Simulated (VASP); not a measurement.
# SiC (F-43m) in VASP: a series of runs

Aim: see how the results for SiC move with the level of theory and the settings. Levels: PBEsol, RPBE. Tasks: relaxation of cell and atoms.

Program: VASP 6.6.1. These are calculated values, not measurements. Logs are shortened: lines on timing, memory, paths and dates and some standing lists are left out, and cuts for length are marked.

### 1 Starting point

Symmetry: F-43m, No. 216, cubic system. Conventional cell: a = 4.354 Å, b = 4.354 Å, c = 4.354 Å, α = 90.00°, β = 90.00°, γ = 90.00°. Si (site symmetry -43m) is surrounded by 4 C at 1.89 Å. Around C (site symmetry -43m) lie 4 Si at 1.89 Å.

The cell is a database's computed one.

### 2 Relaxation of cell and atoms, PBEsol

INCAR reads:

```
ALGO = Normal
EDIFF = 1E-7
EDIFFG = -0.005
ENCUT = 580
GGA = PS
IBRION = 2
ISIF = 3
ISMEAR = 0
LASPH = T
LCHARG = F
LREAL = F
LWAVE = F
NELM = 80
NSW = 90
PREC = Accurate
SIGMA = 0.02
```

KPOINTS reads:

```
k-points
0
Gamma
  10 10 10
```

POSCAR reads:

```
SiC
1.0
    0.0000000000      2.1769966200      2.1769966200
    2.1769966200      0.0000000000      2.1769966200
    2.1769966200      2.1769966200      0.0000000000
Si C
1 1
Direct
    0.7500000000      0.7500000000      0.7500000000
    0.0000000000      0.0000000000      0.0000000000
```

Potentials or basis: VASP PAW PBE potentials, release 64 (Si, C).

Launch:

```bash
$ cat potpaw_PBE.64/Si/POTCAR potpaw_PBE.64/C/POTCAR > POTCAR
$ mpirun -np 1 vasp_std > vasp.out
```

OUTCAR:

```text
EDIFF = 1E-7
   EDIFFG = -0.005
   ENCUT = 580
   GGA = PS
   IBRION = 2
   ISIF = 3
   ISMEAR = 0
   LASPH = T
   LREAL = F
   NELM = 80
   NSW = 90
   PREC = Accurate

 ion  position               nearest neighbor table
   1  0.750  0.750  0.750-   2 1.89   2 1.89   2 1.89   2 1.89
   2  0.000  0.000  0.000-   1 1.89   1 1.89   1 1.89   1 1.89

  LATTYP: Found a face centered cubic cell.
 ALAT       =     4.3539932400

  Lattice vectors:

 A1 = (   0.0000000000,   2.1769966200,   2.1769966200)
 A2 = (   2.1769966200,   0.0000000000,   2.1769966200)
 A3 = (   2.1769966200,   2.1769966200,   0.0000000000)

Analysis of symmetry for initial positions (statically):
=====================================================================
 Subroutine PRICEL returns:
 Original cell was already a primitive cell.

 Routine SETGRP: Setting up the symmetry group for a
 face centered cubic supercell.

 Subroutine GETGRP returns: Found 24 space group operations
 (whereof 24 operations were pure point group operations)
 out of a pool of 48 trial point group operations.

The static configuration has the point symmetry T_d .

Analysis of symmetry for dynamics (positions and initial velocities):
=====================================================================
 Subroutine PRICEL returns:
 Original cell was already a primitive cell.

 Routine SETGRP: Setting up the symmetry group for a
 face centered cubic supercell.

 Subroutine GETGRP returns: Found 24 space group operations
 (whereof 24 operations were pure point group operations)
 out of a pool of 48 trial point group operations.

The dynamic configuration has the point symmetry T_d .

 Subroutine INISYM returns: Found 24 space group operations
 (whereof 24 operations are pure point group operations),
 and found     1 'primitive' translations

----------------------------------------------------------------------------------------

                                     Primitive cell

  volume of cell :      20.6349

  direct lattice vectors                    reciprocal lattice vectors
     0.000000000  2.176996620  2.176996620    -0.229674220  0.229674220  0.229674220
     2.176996620  0.000000000  2.176996620     0.229674220 -0.229674220  0.229674220
     2.176996620  2.176996620  0.000000000     0.229674220  0.229674220 -0.229674220

  length of vectors
     3.078738145  3.078738145  3.078738145     0.397807418  0.397807418  0.397807418

  position of ions in fractional coordinates (direct lattice)
     0.750000000  0.750000000  0.750000000
     0.000000000  0.000000000  0.000000000

  ion indices of the primitive-cell ions
   primitive index   ion index
                 1           1
                 2           2

----------------------------------------------------------------------------------------

 KPOINTS: k-points

Automatic generation of k-mesh.
 Grid dimensions read from file:
 generate k-points for:   10   10   10

 Generating k-lattice:

  Cartesian coordinates                     Fractional coordinates (reciprocal lattice)
    -0.022967422  0.022967422  0.022967422     0.100000000  0.000000000  0.000000000
     0.022967422 -0.022967422  0.022967422     0.000000000  0.100000000  0.000000000
     0.022967422  0.022967422 -0.022967422     0.000000000  0.000000000  0.100000000

  Length of vectors
     0.039780742  0.039780742  0.039780742

  Shift w.r.t. Gamma in fractional coordinates (k-lattice)
     0.000000000  0.000000000  0.000000000

 Subroutine IBZKPT returns following result:
 ===========================================

 Found     47 irreducible k-points:

 Following reciprocal coordinates:
            Coordinates               Weight
  0.000000  0.000000  0.000000      1.000000
  0.100000  0.000000  0.000000      8.000000
  0.200000  0.000000  0.000000      8.000000
  0.300000  0.000000  0.000000      8.000000
  0.400000  0.000000  0.000000      8.000000
  0.500000  0.000000  0.000000      4.000000
[... 16 lines left out ...]
  0.300000  0.300000  0.000000      6.000000
  0.400000  0.300000  0.000000     24.000000
 [... further k-points ...]
   k-points           NKPTS =     47   k-points in BZ     NKDIM =     47   number of bands    NBANDS=      8
   number of dos      NEDOS =    301   number of ions     NIONS =      2
   total plane-waves  NPLWV =  13824
   dimension x,y,z NGX =    24 NGY =   24 NGZ =   24
   dimension x,y,z NGXF=    48 NGYF=   48 NGZF=   48
   ions per type =               1   1
   NGX,Y,Z   is equivalent  to a cutoff of  12.96, 12.96, 12.96 a.u.
   NGXF,Y,Z  is equivalent  to a cutoff of  25.92, 25.92, 25.92 a.u.
 SYSTEM =  unknown system
   PREC   = accura    normal or accurate (medium, high low for compatibility)
   ISTART =      0    job   : 0-new  1-cont  2-samecut
   ICHARG =      2    charge: 1-file 2-atom 10-const
   ISPIN  =      1    spin polarized calculation?
   LNONCOLLINEAR =      F non collinear calculations
   LSORBIT =      F    spin-orbit coupling
   LASPH  =      T    aspherical Exc in radial PAW
   ENCUT  =  580.0 eV  42.63 Ry    6.53 a.u.   6.05  6.05  6.05*2*pi/ulx,y,z
   NELM   =     80;   NELMIN=  2; NELMDL= -5     # of ELM steps
   EDIFF  = 0.1E-06   stopping-criterion for ELM
   LREAL  =      F    real-space projection
   EDIFFG = -.5E-02   stopping-criterion for IOM
   NSW    =     90    number of steps for IOM
   IBRION =      2    ionic relax: 0-MD 1-quasi-New 2-CG
   NFREE  =      1    steps in history (QN), initial steepest desc. (CG)
   ISIF   =      3    stress and relaxation
   ISYM   =      2    0-nonsym 1-usesym 2-fastsym
   POTIM  = 0.5000    time-step for ionic-motion
   TEBEG  =    0.0;   TEEND  =   0.0 temperature during run
   PSTRESS=    0.0 pullay stress
   NELECT =       8.0000    total number of electrons
   NUPDOWN=      -1.0000    fix difference up-down
   EMIN   =  10.00;   EMAX   =-10.00  energy-range for DOS
   EFERMI =   0.00;   METHOD = LEGACY
   ISMEAR =     0;   SIGMA  =   0.02  broadening in eV -4-tet -1-fermi 0-gaus
   EFERMI_NEDOS =   21; number of points for ismear=-14 and -15
   IALGO  =     38    algorithm
   IMIX   =      4    mixing-type and parameters
     AMIX     =   0.40;   BMIX     =  1.00
     AMIX_MAG =   1.60;   BMIX_MAG =  1.00
  volume/ion in A,a.u.               =      10.32        69.63
  Fermi-wavevector in a.u.,A,eV,Ry     =   1.193723  2.255810 19.387972  1.424976
  Thomas-Fermi vector in A             =   2.329731
   LORBIT       =      0    0 simple, 1 ext, 2 COOP (PROOUT), +10 PAW based schemes
   GGA     = PS    functional components
   LHFCALC =     F    Hartree Fock is set to
   AEXX    =    0.0000 exact exchange contribution
   IVDW    =     0    specifies the selected vdW correction
   LEPSILON=     F    determine dielectric tensor
   LRPA    =     F    only Hartree local field effects (RPA)
 conjugate gradient relaxation of ions
 non-spin polarized calculation
 Gauss-broadening in eV      SIGMA  =   0.02
  energy-cutoff  :      580.00
  volume of cell :       20.63
 maximum number of plane-waves:       666
   NGX = 13   NGY = 13   NGZ = 13

--------------------------------------- Ionic step        1  -------------------------------------------

 number of electron       8.0000001 magnetization

 Free energy of the ion-electron system (eV)
  ---------------------------------------------------
  ext. energy  EPLUGINS =         0.00000000
  ---------------------------------------------------
  free energy    TOTEN  =       -15.91545367 eV

  energy without entropy =      -15.91545367  energy(sigma->0) =      -15.91545367

------------------------ aborting loop because EDIFF is reached ----------------------------------------

  FORCE on cell =-STRESS in cart. coord.  units (eV):
  Direction    XX          YY          ZZ          XY          YZ          ZX
  --------------------------------------------------------------------------------------
  -------------------------------------------------------------------------------------
  Total        0.0886265      0.0886265      0.0886265      0.0000000      0.0000000     -0.0000000
  in kB        6.8813091      6.8813091      6.8813091      0.0000000      0.0000000     -0.0000000
  external PRESSURE =       6.8813091 kB  Pullay stress =       0.0000000 kB

 VOLUME and BASIS-vectors are now :
 -----------------------------------------------------------------------------
  energy-cutoff  :      580.00
  volume of cell :       20.63
      direct lattice vectors                 reciprocal lattice vectors
     0.000000000  2.176996620  2.176996620    -0.229674220  0.229674220  0.229674220
     2.176996620  0.000000000  2.176996620     0.229674220 -0.229674220  0.229674220
     2.176996620  2.176996620  0.000000000     0.229674220  0.229674220 -0.229674220
[... 37 lines left out ...]
 POSITION                                       TOTAL-FORCE (eV/Angst)
 -----------------------------------------------------------------------------------
      3.27248      3.27248      3.27248         0.000000      0.000000      0.000000
      2.18165      2.18165     -0.00000        -0.000000     -0.000000     -0.000000
 -----------------------------------------------------------------------------------
    total drift:                                0.000000      0.000000      0.000000

  FREE ENERGIE OF THE ION-ELECTRON SYSTEM (eV)
  ---------------------------------------------------
  free  energy   TOTEN  =       -15.9154312358 eV

  energy  without entropy=      -15.9154312358  energy(sigma->0) =      -15.91543124

--------------------------------------- Ionic step        3  -------------------------------------------

 number of electron       8.0000001 magnetization

 Free energy of the ion-electron system (eV)
  ---------------------------------------------------
  ext. energy  EPLUGINS =         0.00000000
  ---------------------------------------------------
  free energy    TOTEN  =       -15.91558891 eV

  energy without entropy =      -15.91558891  energy(sigma->0) =      -15.91558891

 E-fermi :   8.1919     XC(G=0): -11.5035

 val. band max:        8.0527804004   @ k =   0.0000   0.0000   0.0000
 cond. band min:       9.2870801767   @ k =   0.5000   0.5000   0.0000
 fundamental gap:      1.2342997762
 Fermi energy:         8.1918648649

 k-point     1 :       0.0000    0.0000    0.0000
  band No.  band energies     occupation
      1      -7.3690      2.00000
      2       8.0528      2.00000
      3       8.0528      2.00000
      4       8.0528      2.00000
      5      14.2361      0.00000
      6      15.2935      0.00000
      7      15.2935      0.00000
      8      15.2935      0.00000

 k-point     2 :       0.1000    0.0000    0.0000
  band No.  band energies     occupation
      1      -7.1729      2.00000
      2       7.0376      2.00000
      3       7.9180      2.00000
      4       7.9180      2.00000
      5      14.4882      0.00000
      6      15.5377      0.00000
      7      15.5377      0.00000
      8      15.5734      0.00000
[... 221 lines left out ...]
 k-point    23 :       0.3000    0.3000    0.0000
  band No.  band energies     occupation
      1      -5.0857      2.00000
      2       3.6958      2.00000
      3       5.6705      2.00000
      4       5.6705      2.00000
      5      11.1088      0.00000
      6      13.5478      0.00000
      7      19.5200      0.00000
      8      19.5200      0.00000

 k-point    24 :       0.4000    0.3000    0.0000
  band No.  band energies     occupation
      1      -4.2102      2.00000
      2       2.4669      2.00000
      3       4.8694      2.00000
      4       5.4070      2.00000
      5      10.8091      0.00000
      6      13.5635      0.00000
      7      19.6024      0.00000
      8      19.9125      0.00000

 [... further k-points ...]

------------------------ aborting loop because EDIFF is reached ----------------------------------------

  FORCE on cell =-STRESS in cart. coord.  units (eV):
  Direction    XX          YY          ZZ          XY          YZ          ZX
  --------------------------------------------------------------------------------------
  -------------------------------------------------------------------------------------
  Total        0.0009609      0.0009609      0.0009609     -0.0000000      0.0000000     -0.0000000
  in kB        0.0743794      0.0743794      0.0743794     -0.0000000      0.0000000     -0.0000000
  external PRESSURE =       0.0743794 kB  Pullay stress =       0.0000000 kB

 VOLUME and BASIS-vectors are now :
 -----------------------------------------------------------------------------
  energy-cutoff  :      580.00
  volume of cell :       20.70
      direct lattice vectors                 reciprocal lattice vectors
    -0.000000000  2.179223755  2.179223755    -0.229439496  0.229439496  0.229439496
     2.179223755  0.000000000  2.179223755     0.229439496 -0.229439496  0.229439496
     2.179223755  2.179223755 -0.000000000     0.229439496  0.229439496 -0.229439496

 POSITION                                       TOTAL-FORCE (eV/Angst)
 -----------------------------------------------------------------------------------
      3.26884      3.26884      3.26884         0.000000     -0.000000     -0.000000
      0.00000      0.00000      0.00000        -0.000000      0.000000      0.000000
 -----------------------------------------------------------------------------------
    total drift:                                0.000000      0.000000      0.000000

  FREE ENERGIE OF THE ION-ELECTRON SYSTEM (eV)
  ---------------------------------------------------
  free  energy   TOTEN  =       -15.9155889098 eV

  energy  without entropy=      -15.9155889098  energy(sigma->0) =      -15.91558891

 reached required accuracy - stopping structural energy minimisation
```

Wall time 21 s (1 thread of AMD EPYC 7R13 (Zen 3), shared host); peak memory 0.11 GiB.

Results:

| Quantity | Value |
| --- | --- |
| Free energy | -15.9156 eV |
| Relaxed volume | 10.35 Å³/atom |
| Relaxed cell | a = 3.082 Å, b = 3.082 Å, c = 3.082 Å, α = 60.00°, β = 60.00°, γ = 60.00° |
| Space group after relaxing (to 0.05 Å) | F-43m (No. 216) |
| Energy gained by relaxing | 0.1 meV/atom |
| Ionic steps | 3 |
| Pressure after relaxing | 0.0 GPa |
| Band gap on the k mesh | 1.23 eV, indirect (least direct gap 4.44 eV) |

Step by step:
```csv
step,energy change (eV),largest force (eV/Å),pressure (GPa),volume (Å³)
1,0.0000,0.0000,0.69,20.63
2,0.0000,0.0000,-0.72,20.77
3,-0.0001,0.0000,0.01,20.70
```

Final structure:
```cif
data_structure
_symmetry_space_group_name_H-M 'P 1'
_symmetry_Int_Tables_number 1
_cell_length_a 3.0819
_cell_length_b 3.0819
_cell_length_c 3.0819
_cell_angle_alpha 60.000
_cell_angle_beta 60.000
_cell_angle_gamma 60.000
_cell_volume 20.70
loop_
_atom_site_label
_atom_site_type_symbol
_atom_site_fract_x
_atom_site_fract_y
_atom_site_fract_z
_atom_site_occupancy
Si1 Si 0.75000 0.75000 0.75000 1
C1 C 0.00000 0.00000 0.00000 1
```

Caveat: the PAW data sets were made with another functional, which shifts forces and pressure a little. A k mesh can miss the band edges.

### 3 Relaxation of cell and atoms, PBEsol

Changes to INCAR since step 2:

```diff
@@ -3,3 +3,3 @@
 EDIFFG = -0.005
-ENCUT = 580
+ENCUT = 480
 GGA = PS
```

KPOINTS is that of step 2.

POSCAR is that of step 2.

Potentials or basis: VASP PAW PBE potentials, release 64 (Si, C_s).

Launch:

```bash
$ cat potpaw_PBE.64/Si/POTCAR potpaw_PBE.64/C_s/POTCAR > POTCAR
$ mpirun -np 1 vasp_std > vasp.out
```

It took 16 s on 1 thread of AMD EPYC 7R13 (Zen 3), shared host; peak memory 0.11 GiB.

The run converged. Its results:

```
Free energy                            : -15.9148 eV
Relaxed volume                         : 10.35 Å³/atom
Relaxed cell                           : a = 3.082 Å, b = 3.082 Å, c = 3.082 Å, α = 60.00°, β = 60.00°, γ = 60.00°
Space group after relaxing (to 0.05 Å) : F-43m (No. 216)
Energy gained by relaxing              : 0.1 meV/atom
Ionic steps                            : 3
Pressure after relaxing                : 0.0 GPa
Band gap on the k mesh                 : 1.24 eV, indirect (least direct gap 4.45 eV)
```

The path:
| step | energy change (eV) | largest force (eV/Å) | pressure (GPa) | volume (Å³) |
| --- | --- | --- | --- | --- |
| 1 | 0.0000 | 0.0000 | 0.72 | 20.63 |
| 2 | 0.0000 | 0.0000 | -0.76 | 20.77 |
| 3 | -0.0001 | 0.0000 | 0.01 | 20.70 |

Final structure:
```
Si C
1.0
     0.00000    2.17930    2.17930
     2.17930    0.00000    2.17930
     2.17930    2.17930    0.00000
Si C
1 1
Direct
  0.75000 0.75000 0.75000
  0.00000 0.00000 0.00000
```

Levels at points of the mesh, in eV from the valence-band top:
```tsv
k point	band 2	band 3	band 4	band 5	band 6	band 7
(0.00, 0.00, 0.00)	0.00	0.00	0.00	6.19	7.25	7.25
(0.50, 0.00, 0.00)	-8.60	-1.06	-1.06	5.38	7.15	7.15
(0.50, 0.50, 0.00)	-7.83	-3.21	-3.21	1.24	4.21	13.95
```

Caveat: the PAW data sets were made with another functional, which shifts forces and pressure a little.

### 4 Relaxation of cell and atoms, RPBE

Changes to INCAR since step 3:

```diff
@@ -3,4 +3,4 @@
 EDIFFG = -0.005
-ENCUT = 480
-GGA = PS
+ENCUT = 600
+GGA = RP
 IBRION = 2
```

KPOINTS is that of step 3.

POSCAR is that of step 3.

Potentials or basis: VASP PAW PBE potentials, release 64 (Si, C).

Launch:

```bash
$ cat potpaw_PBE.64/Si/POTCAR potpaw_PBE.64/C/POTCAR > POTCAR
$ mpirun -np 1 vasp_std > vasp.out
```

It took 29 s on 1 thread of AMD EPYC 7R13 (Zen 3), shared host; peak memory 0.12 GiB.

It converged, with:

```yaml
Free_energy: -14.3258 eV
Relaxed_volume: 10.63 Å³/atom
Relaxed_cell: a = 3.110 Å, b = 3.110 Å, c = 3.110 Å, α = 60.00°, β = 60.00°, γ = 60.00°
Space_group_after_relaxing_to_0.05_Å: F-43m (No. 216)
Energy_gained_by_relaxing: 6.2 meV/atom
Ionic_steps: 3
Pressure_after_relaxing: 0.0 GPa
Band_gap_on_the_k_mesh: 1.39 eV, indirect (least direct gap 4.51 eV)
```

The path:
```
step  energy change (eV)  largest force (eV/Å)  pressure (GPa)  volume (Å³)
   1              0.0000                0.0000            6.50        20.63
   2             -0.0002                0.0000           -5.82        21.91
   3             -0.0123                0.0000           -0.02        21.26
```

Final structure:
```cif
data_structure
_symmetry_space_group_name_H-M 'P 1'
_symmetry_Int_Tables_number 1
_cell_length_a 3.1096
_cell_length_b 3.1096
_cell_length_c 3.1096
_cell_angle_alpha 60.000
_cell_angle_beta 60.000
_cell_angle_gamma 60.000
_cell_volume 21.26
loop_
_atom_site_label
_atom_site_type_symbol
_atom_site_fract_x
_atom_site_fract_y
_atom_site_fract_z
_atom_site_occupancy
Si1 Si 0.75000 0.75000 0.75000 1
C1 C 0.00000 0.00000 0.00000 1
```

Levels at points of the mesh, in eV from the valence-band top:
```csv
k point,band 1,band 2,band 3,band 4,band 5,band 6,band 7,band 8
"(0.00, 0.00, 0.00)",-15.21,0.00,0.00,0.00,5.93,7.17,7.17,7.17
"(0.50, 0.00, 0.00)",-11.76,-8.37,-1.04,-1.04,5.23,7.14,7.14,9.96
"(0.50, 0.50, 0.00)",-10.36,-7.68,-3.12,-3.12,1.39,4.29,13.79,13.79
```

Caveat: the PAW data sets were made with another functional, which shifts forces and pressure a little.

### 5 Summary

| level | potentials or basis | cutoff (eV) | gap on the mesh (eV) | pressure (GPa) | relaxed volume (Å³/atom) |
| --- | --- | --- | --- | --- | --- |
| PBEsol | VASP PAW PBE potentials, release 64 (Si, C) | 580 | 1.23 | 0.0 | 10.35 |
| PBEsol | VASP PAW PBE potentials, release 64 (Si, C_s) | 480 | 1.24 | 0.0 | 10.35 |
| RPBE | VASP PAW PBE potentials, release 64 (Si, C) | 600 | 1.39 | 0.0 | 10.63 |

Alike in all rows: task relaxation of cell and atoms; no spin polarisation; cell relaxed; k mesh 10 × 10 × 10; smearing gaussian 0.02 eV.

Caveats: the PAW data sets were made with another functional, which shifts forces and pressure a little.

Total energies depend on the potentials used, so only differences within one code and one set of settings carry meaning.
